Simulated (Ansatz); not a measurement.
# Nudged elastic band run: W₁₈S₃₅

Input file:

```yaml
crystal:
  lattice:
    - [9.552669, 0.0, 0.0]
    - [-4.776334, 8.272854, 0.0]
    - [0.0, 0.0, 12.978282]
  atoms:
    - { symbol: W, position: [0.11525294, 0.21833261, 0.24695817] }
    - { symbol: W, position: [0.22214334, 0.11118572, 0.75128559] }
    - { symbol: S, position: [0.11115957, 0.2221592, 0.63017795] }
    - { symbol: S, position: [0.22235632, 0.11118364, 0.12338095] }
    - { symbol: S, position: [0.11098238, 0.22235615, 0.87206077] }
    - { symbol: W, position: [0.11101487, 0.55548814, 0.25162054] }
    - { symbol: W, position: [0.22217556, 0.44453317, 0.75102874] }
    - { symbol: S, position: [0.11113502, 0.55570039, 0.63001936] }
    - { symbol: S, position: [0.21952891, 0.44234034, 0.1288737] }
    - { symbol: S, position: [0.11097306, 0.55560831, 0.87192411] }
    - { symbol: S, position: [0.22278615, 0.43769646, 0.37007305] }
    - { symbol: W, position: [0.11521668, 0.89692069, 0.24698708] }
    - { symbol: W, position: [0.2221586, 0.77788571, 0.75103381] }
    - { symbol: S, position: [0.11117282, 0.88924272, 0.63016975] }
    - { symbol: S, position: [0.21950547, 0.77717464, 0.12889008] }
    - { symbol: S, position: [0.11098211, 0.88886718, 0.87207654] }
    - { symbol: S, position: [0.22278024, 0.78505114, 0.37006302] }
    - { symbol: W, position: [0.43669699, 0.21833512, 0.2469202] }
    - { symbol: W, position: [0.55542726, 0.11115344, 0.75101468] }
    - { symbol: S, position: [0.44408347, 0.22217925, 0.63015849] }
    - { symbol: S, position: [0.55641476, 0.11402653, 0.12884276] }
    - { symbol: S, position: [0.44446788, 0.22235468, 0.87205893] }
    - { symbol: S, position: [0.54845683, 0.11077332, 0.37006159] }
    - { symbol: W, position: [0.44314072, 0.55275018, 0.24922708] }
    - { symbol: W, position: [0.55543051, 0.44452271, 0.75102194] }
    - { symbol: S, position: [0.444347, 0.55559632, 0.63005198] }
    - { symbol: S, position: [0.55640707, 0.44239041, 0.12885463] }
    - { symbol: S, position: [0.44439686, 0.55570551, 0.87198606] }
    - { symbol: S, position: [0.54847978, 0.43770779, 0.37005156] }
    - { symbol: W, position: [0.44315548, 0.89042292, 0.24922194] }
    - { symbol: W, position: [0.5554711, 0.77785072, 0.75096994] }
    - { symbol: S, position: [0.44432509, 0.88897152, 0.63005924] }
    - { symbol: S, position: [0.55568988, 0.77785166, 0.12932624] }
    - { symbol: S, position: [0.44439301, 0.88892876, 0.87197539] }
    - { symbol: S, position: [0.55566235, 0.77784109, 0.36929826] }
    - { symbol: W, position: [0.77801907, 0.22250614, 0.25161187] }
    - { symbol: W, position: [0.88880335, 0.11115208, 0.75103671] }
    - { symbol: S, position: [0.77763583, 0.22217022, 0.63001643] }
    - { symbol: S, position: [0.89121074, 0.11401954, 0.12887758] }
    - { symbol: S, position: [0.77768923, 0.22232788, 0.87191901] }
    - { symbol: S, position: [0.89583863, 0.11078679, 0.37005809] }
    - { symbol: W, position: [0.77803156, 0.55552011, 0.25162058] }
    - { symbol: W, position: [0.88879992, 0.4445186, 0.75091371] }
    - { symbol: S, position: [0.77763649, 0.55570585, 0.63003272] }
    - { symbol: S, position: [0.88900633, 0.44449564, 0.13158895] }
    - { symbol: S, position: [0.77770777, 0.55561102, 0.87191651] }
    - { symbol: S, position: [0.88899821, 0.4444896, 0.37295542] }
    - { symbol: W, position: [0.78077771, 0.89040367, 0.24924205] }
    - { symbol: W, position: [0.88881178, 0.77790418, 0.75103387] }
    - { symbol: S, position: [0.77773452, 0.88899731, 0.63006259] }
    - { symbol: S, position: [0.89120443, 0.77719674, 0.12889472] }
    - { symbol: S, position: [0.77761128, 0.88892928, 0.87199291] }
    - { symbol: S, position: [0.89581784, 0.78504593, 0.37007916] }
basis:
  ecutwfc: 420.0
kpoints:
  mp_grid: { grid: [2, 2, 1] }
hamiltonian:
  xc: pbe
  dispersion: d3bj
  pseudopotentials: { kind: paw, azcp: { folder: soft_1 } }
scf:
  occupations: { method: gaussian, width: 0.05 }
  lower_state_search: "off"
neb:
  images: 5
  f_tol: 0.05
  initial_path: idpp
  max_iterations: 33
  spring: 1.0
  final_atoms:
    - { symbol: W, position: [0.11502306, 0.21831027, 0.25329716] }
    - { symbol: W, position: [0.22222222, 0.11111111, 0.74890705] }
    - { symbol: S, position: [0.11106144, 0.22227189, 0.62813121] }
    - { symbol: S, position: [0.22222222, 0.11111111, 0.37678404] }
    - { symbol: S, position: [0.11124241, 0.22209091, 0.87002228] }
    - { symbol: W, position: [0.11091597, 0.555458, 0.24863006] }
    - { symbol: W, position: [0.2222596, 0.44444689, 0.7491638] }
    - { symbol: S, position: [0.11106814, 0.55553408, 0.62827008] }
    - { symbol: S, position: [0.2226474, 0.43766763, 0.13017954] }
    - { symbol: S, position: [0.11123234, 0.55561618, 0.87016589] }
    - { symbol: S, position: [0.21939739, 0.44230203, 0.37140573] }
    - { symbol: W, position: [0.11502304, 0.8967128, 0.25329716] }
    - { symbol: W, position: [0.22225959, 0.77781273, 0.7491638] }
    - { symbol: S, position: [0.11106143, 0.88878957, 0.62813121] }
    - { symbol: S, position: [0.22264739, 0.78497979, 0.13017954] }
    - { symbol: S, position: [0.1112424, 0.88915152, 0.87002228] }
    - { symbol: S, position: [0.21939739, 0.77709538, 0.37140573] }
    - { symbol: W, position: [0.43662053, 0.21831026, 0.25329716] }
    - { symbol: W, position: [0.5555206, 0.11107371, 0.7491638] }
    - { symbol: S, position: [0.44454376, 0.22227187, 0.62813121] }
    - { symbol: S, position: [0.54835354, 0.11068591, 0.13017954] }
    - { symbol: S, position: [0.44418181, 0.2220909, 0.87002228] }
    - { symbol: S, position: [0.55623795, 0.11393591, 0.37140573] }
    - { symbol: W, position: [0.4430034, 0.5526735, 0.25101933] }
    - { symbol: W, position: [0.5555206, 0.44444688, 0.7491638] }
    - { symbol: S, position: [0.44448432, 0.55563535, 0.62820661] }
    - { symbol: S, position: [0.54835353, 0.43766761, 0.13017954] }
    - { symbol: S, position: [0.44442928, 0.55552526, 0.87013605] }
    - { symbol: S, position: [0.55623794, 0.44230202, 0.37140573] }
    - { symbol: W, position: [0.4430034, 0.89032991, 0.25101933] }
    - { symbol: W, position: [0.55555553, 0.77777777, 0.74922305] }
    - { symbol: S, position: [0.44448432, 0.88884899, 0.62820661] }
    - { symbol: S, position: [0.55555553, 0.77777777, 0.13095029] }
    - { symbol: S, position: [0.44442928, 0.88890404, 0.87013605] }
    - { symbol: S, position: [0.55555553, 0.77777777, 0.37091163] }
    - { symbol: W, position: [0.77787533, 0.22241733, 0.24863006] }
    - { symbol: W, position: [0.88888643, 0.1110737, 0.7491638] }
    - { symbol: S, position: [0.77779924, 0.22226516, 0.62827008] }
    - { symbol: S, position: [0.89566569, 0.1106859, 0.13017954] }
    - { symbol: S, position: [0.77771714, 0.22210096, 0.87016589] }
    - { symbol: S, position: [0.89103128, 0.1139359, 0.37140573] }
    - { symbol: W, position: [0.77787532, 0.55545797, 0.24863006] }
    - { symbol: W, position: [0.88888886, 0.44444442, 0.74928464] }
    - { symbol: S, position: [0.77779923, 0.55553406, 0.62827008] }
    - { symbol: S, position: [0.88888886, 0.44444442, 0.12733296] }
    - { symbol: S, position: [0.77771714, 0.55561616, 0.87016589] }
    - { symbol: S, position: [0.88888886, 0.44444442, 0.36867167] }
    - { symbol: W, position: [0.7806598, 0.8903299, 0.25101933] }
    - { symbol: W, position: [0.88888642, 0.7778127, 0.7491638] }
    - { symbol: S, position: [0.77769795, 0.88884898, 0.62820661] }
    - { symbol: S, position: [0.89566568, 0.78497977, 0.13017954] }
    - { symbol: S, position: [0.77780804, 0.88890402, 0.87013605] }
    - { symbol: S, position: [0.89103127, 0.77709536, 0.37140573] }
  order_check: true
```

Run as:

```bash
$ ansatz run input.yaml --threads 8 --pin off --max-ram 20480MiB --backend cpu --events-out ev --progress --plain --runs-dir out
```

Output, in part (warnings, iteration lines):

```
NEB end point (image 0): max|allowed force component| = 6.874e-3 eV/Å (the criterion of neb.relax_end_points is 1.000e-2)
NEB end point (image 6): max|allowed force component| = 6.175e-3 eV/Å (the criterion of neb.relax_end_points is 1.000e-2)
NEB iter   1: max|band force component| = 9.561e0 eV/Å  barrier→ = 5.3293 eV  barrier← = 5.3293 eV  Δτ_max = 0.2000 Å  (129 SCF iters)
NEB iter   2: max|band force component| = 1.138e0 eV/Å  barrier→ = 3.5610 eV  barrier← = 3.5610 eV  Δτ_max = 0.0619 Å  (93 SCF iters)
NEB iter   3: max|band force component| = 5.571e-1 eV/Å  barrier→ = 3.4592 eV  barrier← = 3.4592 eV  Δτ_max = 0.0487 Å  (74 SCF iters)
NEB iter   4: max|band force component| = 1.667e-1 eV/Å  barrier→ = 3.4334 eV  barrier← = 3.4334 eV  CI = image 3  Δτ_max = 0.0098 Å  (68 SCF iters)
NEB iter   5: max|band force component| = 5.598e-2 eV/Å  barrier→ = 3.4287 eV  barrier← = 3.4287 eV  CI = image 3  Δτ_max = 0.0070 Å  (50 SCF iters)
NEB iter   6: max|band force component| = 2.318e-2 eV/Å  barrier→ = 3.4279 eV  barrier← = 3.4279 eV  CI = image 3  Δτ_max = 0.0000 Å  (723 SCF iters)
```

The run converged. Neighbouring images differ by up to 2.0 eV, so the band resolves the path poorly. By the program's own check the climbing image is a first-order saddle point (lowest curvatures found: -5.10 and 0.07 eV/Å²). Limits of this set-up: coarse k mesh.

Final band:

```tsv
image	path coordinate (Å)	energy (eV)
0	0.00	0.00
1	0.65	0.88
2	1.30	2.89
3	1.95	3.43
4	2.60	2.89
5	3.25	0.88
6	3.90	0.00
```

Time of the run: 60 min on 8 threads of Arm Neoverse N1, with other jobs on the host, peak memory 13 GiB.
